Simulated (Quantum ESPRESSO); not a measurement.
Runs of Quantum ESPRESSO 7.5 on TiTe. The structure is cubic, space group F-43m (No. 216). The conventional cell has a = 6.621 Å, b = 6.621 Å, c = 6.621 Å, α = 90.00°, β = 90.00°, γ = 90.00°. Around Ti (site symmetry -43m) lie 4 Te at 2.87 Å. Te (site symmetry -43m) is surrounded by 4 Ti at 2.87 Å. The cell comes from a database or a generator and needn't be the stable form of this composition.

| level | potentials or basis | U | cutoff (eV) | form of the LDA correlation | gap on the mesh (eV) | pressure (GPa) | moment (μB) |
| --- | --- | --- | --- | --- | --- | --- | --- |
| LDA+U | GBRV 1.5 LDA | Ti d U = 8 eV | 612 | PZ81 | none | -4.5 | 2.00 |
| LDA+U | GBRV 1.5 LDA | Ti d U = 2 eV | 612 | PZ81 | (b) | -3.4 | 2.00 |
| LDA+U | GBRV 1.5 LDA | Ti d U = 4 eV | 612 | PZ81 | none | -5.6 | 2.00 |
| LDA+U | GBRV 1.5 LDA | Ti d U = 3 eV | 612 | PZ81 | none | -5.8 | 2.00 |
| LDA+U | GBRV 1.5 LDA | Ti d U = 5 eV | 612 | PZ81 | none | (a) | 2.00 |
| LDA+U | GBRV 1.5 LDA | Ti d U = 1 eV | 612 | PZ81 | none | (c) | 2.00 |
| LDA+U | GBRV 1.5 LDA | Ti d U = 6 eV | 612 | PZ81 | none | -5.0 | 2.00 |
| LDA | JTH 2.0 LDA | - | 490 | PW92 | none | -6.9 | 2.00 |

Alike in all rows: task single point; spin collinear, ferromagnetic start; cell as given; k mesh 5 × 5 × 5; smearing gaussian 0.05 eV.

**Question.** Estimate the missing entries.

**Answer.** (a) -5.3; (b) 0.63; (c) -5.4.

Caveats: the U is typed as a test and isn't derived for this compound (some runs); spin-orbit coupling is left out, which moves the levels of the heavy elements (some runs); an odd mesh through Γ misses points on the zone boundary, where band edges often lie (some runs); the cutoff is low for these files, which shifts pressure and relaxed volume (some runs).

A k mesh can miss the band edges, and the runs leave out spin-orbit coupling on Te.

A gap of «none» marks a metal or a gap under the smearing width.
